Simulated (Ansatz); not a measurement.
# One atom moved over a plane in Zr

Computed with Ansatz 0.2.0, DFT PBE, scalar-relativistic, plane waves, PAW. The runs took a 420 eV cutoff, a Γ-centred 18×18×10 mesh and Gaussian smearing (0.15 eV). No spin polarisation. Energies are free energies at this smearing, counted from the undisturbed cell; pressure is positive in compression.

Zero of the scan (as given, not relaxed at this level; it stands at 0.5 GPa):

```
Zr
1.0
     3.23200    0.00000    0.00000
    -1.61600    2.79899    0.00000
     0.00000    0.00000    5.14700
Zr
2
Direct
  0.33333 0.66667 0.25000
  0.66667 0.33333 0.75000
```

Atom 1 (Zr) is moved by p along (1.000, 0.000, 0.000) and q along (0.000, 1.000, 0.000) (Å), all else fixed. Points are written (p, q).

Energy above the undisturbed cell in eV/cell (a dash: not computed):

```
 p \ q  -0.600  -0.300  0.000  0.300  0.600
-0.600    0.34    0.22   0.13   0.12   0.17
-0.300    0.15    0.08   0.04   0.07   0.17
 0.000    0.11    0.04   0.00   0.04   0.17
 0.300    0.15    0.08   0.04   0.07   0.17
 0.600    0.34    0.22   0.13   0.12   0.17
```

Pressure in GPa:

```csv
p \ q,-0.600,-0.300,0.000,0.300,0.600
-0.600,-1.1,-1.0,-0.9,-0.8,-1.3
-0.300,-1.1,-0.4,0.1,-0.2,-1.1
0.000,-0.6,0.1,0.5,0.0,-0.9
0.300,-1.1,-0.4,0.1,-0.2,-1.1
0.600,-1.1,-1.0,-0.9,-0.8,-1.3
```